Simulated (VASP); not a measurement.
A run of VASP 6.6.1:

File INCAR:

```
SYSTEM = Ba
ALGO = Normal
DIPOL = 0.5 0.5 0.500
EDIFF = 1E-7
ENCUT = 520
GGA = PE
IDIPOL = 3
ISIF = 2
ISMEAR = -1
LASPH = .True.
LCHARG = .False.
LDIPOL = .True.
LREAL = .False.
LWAVE = .False.
NBANDS = 28
NELM = 80
PREC = Accurate
SIGMA = 0.05
```

Contents of KPOINTS:

```
k-points
0
Gamma
  7 4 1
  0 0 0
```

The input POSCAR:

```
Ba
1.0
    4.1405947640      0.0000000000      0.0000000000
    1.8461236696      6.6610755435      0.0000000000
    0.0000000000      0.0000000000     23.8482756677
Ba
4
Direct
    0.6735181406      0.7322527195      0.3144881460
    0.3470362812      0.4645054390      0.4381627153
    0.0205544218      0.1967581585      0.5618372847
    0.6940725624      0.9290108780      0.6855118540
```

Potentials or basis: VASP PAW PBE potentials, release 64 (Ba_sv).

Launch:

```sh
$ cat potpaw_PBE.64/Ba_sv/POTCAR > POTCAR
$ mpirun -np 1 vasp_std > vasp.out
```

Hardware: 1 thread of AMD EPYC 7571 (shared host).

Problem. Estimate the wall time of this run.

Solution. Run time: 16 min on 1 thread of AMD EPYC 7571, on a shared host, peak memory 0.71 GiB. Counts: scf iterations 23, k points 15.
